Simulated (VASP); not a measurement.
BaO: Born charges and dielectric tensor with LDA

BaO:

```xyz
2
Lattice="0.0000 2.7389 2.7389 2.7389 0.0000 2.7389 2.7389 2.7389 0.0000" Properties=species:S:1:pos:R:3 pbc="T T T"
Ba    0.0000    0.0000    0.0000
O     2.7389    2.7389    2.7389
```

The cell is a database's computed one.

```
Program                : VASP 6.6.1
Task                   : Born charges and dielectric tensor
Functional             : LDA
Potentials or basis    : VASP PAW LDA potentials, release 64 (Ba_sv, O)
Cutoff                 : 600 eV
k mesh                 : 8 × 8 × 8
Occupations            : gaussian, width 0.02 eV
Spin                   : no spin polarisation
Further INCAR settings : ALGO = Normal; EDIFF = 1e-08; IBRION = 8; NSW = 1
```

```json
{"Band gap on the k mesh": "1.70 eV, direct", "Electronic dielectric tensor (diagonal)": "4.39", "Born charges (mean of the diagonal)": "Ba +2.80; O -2.80 e", "Highest phonon frequency at Γ, LO-TO splitting left out": "109 cm⁻¹"}
```

Levels at points of the mesh, in eV from the valence-band top:
| k point | band 6 | band 7 | band 8 | band 9 | band 10 | band 11 |
| --- | --- | --- | --- | --- | --- | --- |
| (0.00, 0.00, 0.00) | -0.46 | -0.46 | -0.46 | 3.46 | 4.57 | 4.57 |
| (0.50, 0.00, 0.00) | -2.22 | -1.68 | -1.68 | 4.85 | 7.22 | 7.22 |
| (0.50, 0.50, 0.00) | -0.22 | -0.22 | 0.00 | 1.70 | 6.07 | 9.06 |

Phonon frequencies in cm⁻¹ (negative: imaginary):
```csv
q point,frequencies
"(0.000, 0.000, 0.000)",-1 -1 -1 109 109 109
```

Electronic dielectric tensor:
```
4.39 0.00 0.00
0.00 4.39 0.00
0.00 0.00 4.39
```

Born effective charge tensors (e):
atom 1, Ba
```
2.80 0.00 0.00
0.00 2.80 0.00
0.00 0.00 2.80
```
atom 2, O
```
-2.80  0.00  0.00
 0.00 -2.80  0.00
 0.00  0.00 -2.80
```

Run time: 7.3 min on 1 thread of Intel(R) Xeon(R) Platinum 8375C CPU @ 2.90GHz (Ice Lake), with other jobs on the host, peak memory 0.26 GiB.

Caveat: spin-orbit coupling is left out, which moves the levels of the heavy elements. A k mesh can miss the band edges.
